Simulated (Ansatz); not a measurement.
Os: experiment and calculation

**Experimental background.**

From “Specific Heat of the beta-Pyrochlore Oxide Superconductors CsOs2O6 and RbOs2O6”, 2005, arxiv:cond-mat/0501736, for a powder of Os at 300 K: lattice constant a 2.7332 Å; lattice constant c 4.3182 Å.

How close the calculation comes is told below.

These are results of DFT PBE, scalar-relativistic, plane waves, PAW in Ansatz 0.2.0, not measurements.

Plane waves to 420 eV, a k mesh through Γ of 18×18×10 on the computed 2-atom cell and Gaussian smearing (0.10 eV); no spin polarisation.

Relaxed structure, symmetry kept:

```
Os
1.0
     2.75279    0.00000    0.00000
    -1.37640    2.38399    0.00000
     0.00000    0.00000    4.35086
Os
2
Direct
  0.33333 0.66667 0.25000
  0.66667 0.33333 0.75000
```

| Quantity | Value |
| --- | --- |
| Space group | P6_3/mmc (No. 194) |
| Volume per atom | 14.28 Å³ |
| Formation energy from the elements' standard states (uncorrected) | +0.001 eV/atom |
| Kohn–Sham band gap | none (metal) |
| Density of states at the Fermi level | 1.25 states/eV per cell |
| Löwdin character within 0.5 eV of the Fermi level | Os 5d 93 %, unprojected 4 % |
| Bader charges (e) | Os (2 in the cell) 0.00 |

Spin-orbit coupling is left out, which matters for the bands of heavy elements.

A measured lattice constant a of Os is 2.7332 Å (300 K; powder; the paper above); the calculated 2.753 Å misses it by +0.7 %. A measured lattice constant c of Os is 4.3182 Å (300 K; powder; the paper above); the calculated 4.351 Å misses it by +0.8 %. The calculation is for 0 K without zero-point motion.